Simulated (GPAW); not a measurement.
Ru: single point with PBE

Ru:

```
Ru
1.0
     2.70580    0.00000    0.00000
    -1.35290    2.34329    0.00000
     0.00000    0.00000    4.28190
Ru
2
Direct
  0.66667 0.33333 0.75000
  0.33333 0.66667 0.25000
```

```json
{"Program": "GPAW 26.7.0", "Task": "single point", "Functional": "PBE", "Potentials or basis": "GPAW PAW data sets (gpaw-data 1.2.1)", "Cutoff": "600 eV", "Basis": "pw", "k mesh": "11 × 11 × 6", "Occupations": "gaussian, width 0.028 eV", "Spin": "no spin polarisation", "Maxiter": "150"}
```

```
Pressure               : 3.6 GPa
Band gap on the k mesh : none (metal or under the smearing width)
```

Levels at points of the mesh, in eV from the Fermi level:
```csv
k point,band 12,band 13,band 14,band 15,band 16,band 17,band 18,band 19,band 20,band 21
"(0.00, 0.00, 0.00)",-2.52,-2.35,-1.85,-1.85,-1.33,-1.33,1.23,1.23,1.38,10.38
"(0.00, 0.00, 0.50)",-2.69,-2.69,-2.69,-2.63,-2.63,0.60,0.60,0.60,0.60,14.81
```

It took 33 s on 1 thread of Arm Neoverse V1, on a shared host, peak memory 0.18 GiB.
